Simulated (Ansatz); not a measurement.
Level of theory: DFT, PBE, scalar-relativistic, no spin polarisation; plane waves to 420 eV with PAW datasets (Ansatz 0.2.0), Γ-centred 12×12×12 mesh, 0.05 eV Gaussian smearing; PAW files: Ansatz's generated set soft_2.

The calculation on XO2, where X is one element, gave:

```yaml
Space_group: R-3m (No. 166)
Conventional_cell: a = 3.446 Å, b = 3.446 Å, c = 13.344 Å, α = 90.00°, β = 90.00°, γ = 120.00°
Volume: 15.25 Å³/atom
Band_gap: 0.13 eV (close to the smearing width)
Smallest_direct_gap: 0.19 eV
Bader_charges: X 1.96; O -0.98 e
Formation_energy_from_the_elements_0_K_uncorrected: -0.71 eV/atom
Shear_modulus_Hill: 27 GPa
Young's_modulus: 66 GPa
Poisson's_ratio: 0.24
Elastically_stable: yes
```

Sites: X on 3a, O on 6c.

Task: Which element is X?
A. Bi
B. Tl
C. Pb
D. Hg

Result: C. X is Pb, so the compound is PbO2.

This is a trial structure; measured cells of the compound in the Crystallography Open Database are in space groups Pbcn, P42/mnm.

Spin–orbit coupling, which matters for such heavy elements, is left out. The structure is built of weakly bound layers, and this functional has no dispersion term, so their spacing and all that hangs on it (volume, the soft elastic constants, low modes, dielectric constants) are poorly given.
